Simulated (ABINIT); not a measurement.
The system is HfB2.

```xyz
3
Lattice="3.1400 0.0000 0.0000 -1.5700 2.7193 0.0000 0.0000 0.0000 3.4800" Properties=species:S:1:pos:R:3 pbc="T T T"
Hf    0.0000    0.0000    0.0000
B     1.5700    0.9064    1.7400
B     0.0000    1.8129    1.7400
```

Base run:

| Quantity | Value |
| --- | --- |
| Program | ABINIT 10.8.3 (patched build) |
| Functional | PBE |
| Potentials or basis | JTH PAW PBE v2.0 |
| Cutoff | 517 eV |
| k mesh | 10 × 10 × 8 |
| Occupations | fermi-dirac, width 0.05 eV |
| Spin | spin-orbit coupling, no magnetisation |

Its results: band gap on the k mesh none (metal or under the smearing width); pressure 1.2 GPa.

**Question.** The run is repeated on the same cell with these changes: functional from PBE to PBEsol; spin from spin-orbit coupling, no magnetisation to no spin polarisation. What comes out?

**Answer.** Band gap on the k mesh none (metal or under the smearing width); pressure -4.2 GPa.

Several settings changed at once, so the effect can't be laid on one alone.

Caveats: the PAW data sets were made with another functional, which shifts forces and pressure a little (some runs); spin-orbit coupling is left out, which moves the levels of the heavy elements (some runs).
